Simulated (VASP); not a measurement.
# KBr: K into a neighbouring K vacancy

How hard is this move in KBr: K into a neighbouring K vacancy? Both ends are relaxed first, then a band of images between them. The start is a cell from a database of measured crystal structures.

Calculated with VASP 6.6.1; PBEsol; plane waves and PAW (Br, K_pv).

## (1) The host crystal

Symmetry: Fm-3m, No. 225, cubic system. The conventional cell has a = 6.600 Å, b = 6.600 Å, c = 6.600 Å, α = 90.00°, β = 90.00°, γ = 90.00°. Nearest to Br lie 6 K at 3.30 Å. Nearest to K lie 6 Br at 3.30 Å. Farther neighbours and most contacts between anions are not listed.

## (2) Relax the host

The later steps need the crystal at this functional's own lattice; a raised cutoff keeps the stress reliable while the cell changes.

Input file INCAR:

```
SYSTEM = KBr
PREC = Accurate
ENCUT = 350
EDIFF = 1E-06
NELM = 120
ISMEAR = 0
SIGMA = 0.1
LREAL = .FALSE.
ALGO = Normal
GGA = PS
NBANDS = 13
LORBIT = 11
LWAVE = .FALSE.
LCHARG = .FALSE.
KPAR = 6
LASPH = .TRUE.
IBRION = 2
NSW = 40
ISIF = 3
EDIFFG = -0.02
POTIM = 0.4
```

Input file POSCAR:

```
KBr
1.0
    0.0000000000      3.3000000000      3.3000000000
    3.3000000000      0.0000000000      3.3000000000
    3.3000000000      3.3000000000      0.0000000000
Br K
1 1
Direct
    0.5000000000      0.5000000000      0.5000000000
    0.0000000000      0.0000000000      0.0000000000
```

Input file KPOINTS:

```
Automatic mesh
0
Gamma
5 5 5
0 0 0
```

The projector-augmented-wave data sets are Br and K_pv (PBE family, release 64).

The run is started by

```bash
$ mpirun -np 6 vasp_std
```

What it wrote:

```text
[banner, memory and clock lines left out]
running    6 mpi-ranks, on    1 nodes
 distrk:  each k-point on    1 cores,    6 groups
 distr:  one band on    1 cores,    1 groups

 POSCAR found type information on POSCAR BrK
 POSCAR found :  2 types and       2 ions
|                                                                             |
|           W    W    AA    RRRRR   N    N  II  N    N   GGGG   !!!           |
|           W    W   A  A   R    R  NN   N  II  NN   N  G    G  !!!           |
|           W    W  A    A  R    R  N N  N  II  N N  N  G       !!!           |
|           W WW W  AAAAAA  RRRRR   N  N N  II  N  N N  G  GGG   !            |
|           WW  WW  A    A  R   R   N   NN  II  N   NN  G    G                |
|           W    W  A    A  R    R  N    N  II  N    N   GGGG   !!!           |
|                                                                             |
|     For optimal performance we recommend to set                             |
|       NCORE = 2 up to number-of-cores-per-socket                            |
|     NCORE specifies how many cores store one orbital (NPAR=cpu/NCORE).      |
|     This setting can greatly improve the performance of VASP for DFT.       |
|     The default, NCORE=1 might be grossly inefficient on modern             |
|     multi-core architectures or massively parallel machines. Do your        |
|     Unfortunately you need to use the default for GW and RPA                |
|     calculations (for HF NCORE is supported but not extensively tested      |
|     yet).                                                                   |
|                                                                             |

|                                                                             |
|               ----> ADVICE to this user running VASP <----                  |
|                                                                             |
|     You enforced a specific xc type in the INCAR file but a different       |
|     [... a line on the potential file left out ...]
|     I HOPE YOU KNOW WHAT YOU ARE DOING!                                     |
|                                                                             |

 LDA part: xc-table for (Slater+PW92), standard interpolation
 POSCAR, INCAR and KPOINTS ok, starting setup
 FFT: planning ... GRIDC
 FFT: planning ... GRID_SOFT
 FFT: planning ... GRID
 WAVECAR not read
 entering main loop
       N       E                     dE             d eps       ncg     rms          rms(c)
DAV:   1     0.633567229908E+02    0.63357E+02   -0.48685E+03   268   0.671E+02
DAV:   2    -0.222524241745E+01   -0.65582E+02   -0.62458E+02   352   0.164E+02
DAV:   3    -0.653716821179E+01   -0.43119E+01   -0.43005E+01   325   0.373E+01
DAV:   4    -0.657194183590E+01   -0.34774E-01   -0.34772E-01   285   0.400E+00
DAV:   5    -0.657217925726E+01   -0.23742E-03   -0.23742E-03   295   0.352E-01    0.253E+00
DAV:   6    -0.641347709861E+01    0.15870E+00   -0.26835E-01   300   0.262E+00    0.179E+00
DAV:   7    -0.640287700206E+01    0.10600E-01   -0.10338E-01   310   0.184E+00    0.892E-01
DAV:   8    -0.641049950609E+01   -0.76225E-02   -0.82520E-03   275   0.638E-01    0.827E-02
DAV:   9    -0.641090627017E+01   -0.40676E-03   -0.39345E-04   315   0.137E-01    0.587E-02
DAV:  10    -0.641111640460E+01   -0.21013E-03   -0.28034E-04   270   0.967E-02    0.232E-02
DAV:  11    -0.641111394130E+01    0.24633E-05   -0.62396E-06   305   0.137E-02    0.119E-02
DAV:  12    -0.641111488954E+01   -0.94823E-06   -0.23486E-06   260   0.926E-03
   1 F= -.64111149E+01 E0= -.64111149E+01  d E =-.641111E+01
 curvature:   0.00 expect dE= 0.000E+00 dE for cont linesearch  0.000E+00
 trial: gam= 0.00000 g(F)=  0.816E-60 g(S)=  0.456E-04 ort = 0.000E+00 (trialstep = 0.100E+01)
 search vector abs. value=  0.456E-04
 reached required accuracy - stopping structural energy minimisation
```

Elapsed: 5 s, on 6 MPI ranks of Intel Xeon Platinum 8488C (Sapphire Rapids), shared host; peak memory 0.88 GiB.

Lines that name or quote the potential files are left out of all logs, and their timing lines are given in words.

From OUTCAR (step 2):

```text
ion  position               nearest neighbor table
   1  0.500  0.500  0.500-   2 3.30   2 3.30   2 3.30   2 3.30   2 3.30   2 3.30
   2  0.000  0.000  0.000-   1 3.30   1 3.30   1 3.30   1 3.30   1 3.30   1 3.30

  LATTYP: Found a face centered cubic cell.
 ALAT       =     6.6000000000

 Subroutine GETGRP returns: Found 48 space group operations
 (whereof 48 operations were pure point group operations)

The static configuration has the point symmetry O_h .

 Found     10 irreducible k-points:

   k-points           NKPTS =     10   k-points in BZ     NKDIM =     10   number of bands    NBANDS=     13

   dimension x,y,z NGX =    28 NGY =   28 NGZ =   28
   dimension x,y,z NGXF=    56 NGYF=   56 NGZF=   56

   ENCUT  =  350.0 eV  25.72 Ry    5.07 a.u.   7.12  7.12  7.12*2*pi/ulx,y,z

   NELECT =      14.0000    total number of electrons

 k-points in reciprocal lattice and weights: Automatic mesh
   0.00000000  0.00000000  0.00000000       0.008
   0.20000000  0.00000000  0.00000000       0.064
   0.40000000  0.00000000  0.00000000       0.064
   0.20000000  0.20000000  0.00000000       0.048
   0.40000000  0.20000000  0.00000000       0.192
  -0.40000000  0.20000000  0.00000000       0.192
  -0.20000000  0.20000000  0.00000000       0.096
   0.40000000  0.40000000  0.00000000       0.048
  -0.40000000  0.40000000  0.00000000       0.096
  -0.40000000  0.40000000  0.20000000       0.192

 average (electrostatic) potential at core
       1 -65.9464       2 -14.5102

 E-fermi :  -2.4352

 k-point     1 :       0.0000    0.0000    0.0000
  band No.  band energies     occupation
    ...
      3     -14.0556      2.00000
      4     -14.0556      2.00000
      5      -2.9236      2.00000
      6      -2.9236      2.00000
      7      -2.9236      2.00000
      8       1.3468      0.00000
      9       4.6072      0.00000
     10       4.6072      0.00000
     11       4.6072      0.00000
     12       5.4664      0.00000
    ...

 k-point     2 :       0.2000    0.0000    0.0000
  band No.  band energies     occupation
    ...
      3     -14.0576      2.00000
      4     -13.9716      2.00000
      5      -3.4308      2.00000
      6      -3.0471      2.00000
      7      -3.0471      2.00000
      8       2.2515      0.00000
      9       4.4340      0.00000
     10       5.0803      0.00000
     11       5.0803      0.00000
     12       5.9919      0.00000
    ...

 k-point     3 :       0.4000    0.0000    0.0000
  band No.  band energies     occupation
    ...
      3     -14.0608      2.00000
      4     -13.8474      2.00000
      5      -4.0482      2.00000
      6      -3.2319      2.00000
      7      -3.2319      2.00000
      8       3.3839      0.00000
      9       4.9743      0.00000
     10       6.2978      0.00000
     11       6.2978      0.00000
     12       7.1002      0.00000
    ...

  Total       -0.0280536     -0.0280536     -0.0280536      0.0000000     -0.0000000      0.0000000
  in kB       -0.6253560     -0.6253560     -0.6253560      0.0000000     -0.0000000      0.0000000
  external PRESSURE =      -0.6253560 kB  Pullay stress =       0.0000000 kB

  energy-cutoff  :      350.00
  volume of cell :       71.87
      direct lattice vectors                 reciprocal lattice vectors
     0.000000000  3.300000000  3.300000000    -0.151515152  0.151515152  0.151515152
     3.300000000  0.000000000  3.300000000     0.151515152 -0.151515152  0.151515152
     3.300000000  3.300000000  0.000000000     0.151515152  0.151515152 -0.151515152

 POSITION                                       TOTAL-FORCE (eV/Angst)
 -----------------------------------------------------------------------------------
      3.30000      3.30000      3.30000        -0.000000     -0.000000     -0.000000
      0.00000      0.00000      0.00000         0.000000      0.000000      0.000000
 -----------------------------------------------------------------------------------
    total drift:                                0.000000      0.000000      0.000000

  FREE ENERGIE OF THE ION-ELECTRON SYSTEM (eV)
  ---------------------------------------------------
  free  energy   TOTEN  =        -6.4111148895 eV

  energy  without entropy=       -6.4111148895  energy(sigma->0) =       -6.41111489

 reached required accuracy - stopping structural energy minimisation

 total charge
# of ion       s       p       d       tot
------------------------------------------
    1        1.592   3.281   0.001   4.873
    2        0.069   6.082   0.068   6.218
--------------------------------------------------
tot          1.661   9.362   0.069  11.092

[... 3 further parts left out ...]
```

CONTCAR:

```
KBr
   1.00000000000000
     0.0000000000000000    3.2999999999999998    3.2999999999999998
     3.2999999999999998    0.0000000000000000    3.2999999999999998
     3.2999999999999998    3.2999999999999998    0.0000000000000000
  Br              K
     1     1
Direct
     0.5000000000000000    0.5000000000000000    0.5000000000000000
     0.0000000000000000    0.0000000000000000    0.0000000000000000
```

The gap is read on the k-mesh alone, so it is an upper bound where the band edges lie off the mesh. The PAW data sets were made with PBE, which is usual practice but a small mismatch for other functionals. The run keeps the 48 symmetry operations of its start, so it cannot find a distortion of lower symmetry.

Little changed from the start: no atom moved by 0.005 Å and no cell edge by 0.1 %.

This step gave:

* electronic cycles: 12
* electrons: 14
* free energy (TOTEN): -6.411 eV
* Fermi energy: -2.435 eV
* metallic: no
* gap on the k-mesh: 4.270 eV
* least direct gap on the k-mesh: 4.270 eV

The start already met the threshold, so nothing moved.

(Part 1 of 5 ends here.)

[Lines on the potential files, build, host, timing and source positions are cut from VASP's logs without a mark.]

[Logs are printed without paths, hosts, clocks, repeated set-up lines and the standing remarks that a program may print on its own settings, such as how far it seeks lower states.]

[Hosts, paths, dates, database ids (printed as entryN), source tags and the programs' standing remarks are cut or masked in the printed files.]

[Runs that stopped without an error message from VASP are left out.]
